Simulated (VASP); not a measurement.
Here is a VASP 6.6.1 calculation.

INCAR

```
ALGO     = Normal         # electronic algorithm
EDIFF    = 1E-7           # SCF threshold, eV
ENCUT    = 520            # plane-wave cutoff, eV
GGA      = PE             # functional
ISIF     = 2              # what is computed and relaxed
ISMEAR   = 0              # smearing method
LASPH    = True           # aspherical terms in the spheres
LCHARG   = False          # write CHGCAR
LREAL    = False          # projectors in reciprocal space
LWAVE    = False          # write WAVECAR
NELM     = 60             # most SCF steps
PREC     = Accurate       # precision mode
SIGMA    = 0.1            # smearing width, eV
```

Contents of KPOINTS:

```
k-points
0
Gamma
  12 12 6
```

The input POSCAR:

```
Ti
1.0
    2.9500000000      0.0000000000      0.0000000000
   -1.4750000000      2.5547749400      0.0000000000
    0.0000000000      0.0000000000      4.6800000000
Ti
2
Direct
    0.3333333300      0.6666666700      0.2500000000
    0.6666666700      0.3333333300      0.7500000000
```

Potentials or basis: VASP PAW PBE potentials, release 64 (Ti_sv).

The run is started by

```bash
$ cat potpaw_PBE.64/Ti_sv/POTCAR > POTCAR
$ mpirun -np 1 vasp_std > vasp.out
```

Predict the pressure.

-1.8 GPa.

Predict the band gap on the k mesh.

none (metal or under the smearing width).

Stress tensor (GPa, compression positive):
```
-1.75  0.00  0.00
 0.00 -1.75  0.00
 0.00  0.00 -1.83
```
